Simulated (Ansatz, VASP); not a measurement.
MgO: VASP beside Ansatz

Contents of INCAR:

```
SYSTEM = MgO
PREC     = Accurate       ! precision mode
ENCUT    = 520            ! plane-wave cutoff, eV
EDIFF    = 1E-6           ! SCF threshold, eV
ISMEAR   = 0              ! smearing method
SIGMA    = 0.05           ! smearing width, eV
LREAL    = .FALSE.        ! projectors in reciprocal space
LASPH    = .TRUE.         ! aspherical terms in the spheres
NELM     = 80             ! most SCF steps
ALGO     = Normal         ! electronic algorithm
ISIF     = 2              ! what is computed and relaxed
LWAVE    = .FALSE.        ! write WAVECAR
LCHARG   = .FALSE.        ! write CHGCAR
GGA      = PS             ! functional
NBANDS   = 11             ! bands
```

KPOINTS

```
regular mesh
0
G
  10 10 10
  0 0 0
```

The input POSCAR:

```
MgO
1.0
    0.0000000000      2.1351500000      2.1351500000
    2.1351500000      0.0000000000      2.1351500000
    2.1351500000      2.1351500000      0.0000000000
Mg O
1 1
Direct
    0.0000000000      0.0000000000      0.0000000000
    0.5175631689      0.5175631689      0.4824368311
```

Input for Ansatz:

```yaml
crystal:
  lattice:
    - [0.0, 2.13515, 2.13515]
    - [2.13515, 0.0, 2.13515]
    - [2.13515, 2.13515, 0.0]
  atoms:
    - { symbol: Mg, position: [0.0, 0.0, 0.0] }
    - { symbol: O, position: [0.5175631689, 0.5175631689, 0.4824368311] }
basis:
  ecutwfc: 420
kpoints:
  mp_grid: { grid: [10, 10, 10] }
hamiltonian:
  xc: pbesol
scf:
  occupations: { method: gaussian, width: 0.05 }
output:
  forces: true
  stress: true
  eigenvalues: true
```

Change from the starting cell: all O atoms moved +0.075 Å, as atom 2 along Cartesian [0 0 1].

Alike in both runs: task single point; functional PBEsol; k mesh 10 × 10 × 10; occupations gaussian, width 0.05 eV; no spin polarisation.

|  | VASP | Ansatz |
| --- | --- | --- |
| version | VASP 6.6.1 | Ansatz 0.2.0 |
| potentials or method | VASP PAW PBE potentials, release 64 (Mg, O) | scalar-relativistic, plane waves, PAW |
| plane-wave cutoff (eV) | 520 | 420 |
| valence electrons in the cell | 8 | 16 |

```csv
,VASP,Ansatz,Ansatz less VASP
gap on the k mesh at the Fermi level (eV),4.25,4.25,0.000
least direct gap on the mesh (eV),4.25,4.25,0.000
pressure (GPa),-5.8,-5.3,+0.56
largest component of the traceless stress (GPa),1.14,1.13,-0.014
rms of the force components (eV/Å),0.199,0.197,-0.0019
```

Atom by atom the forces differ by 0.002 eV/Å (rms over components). The two sets of potentials don't hold the same shells in valence.

Caveats: the PAW data sets were made with another functional, which shifts forces and pressure a little (VASP).
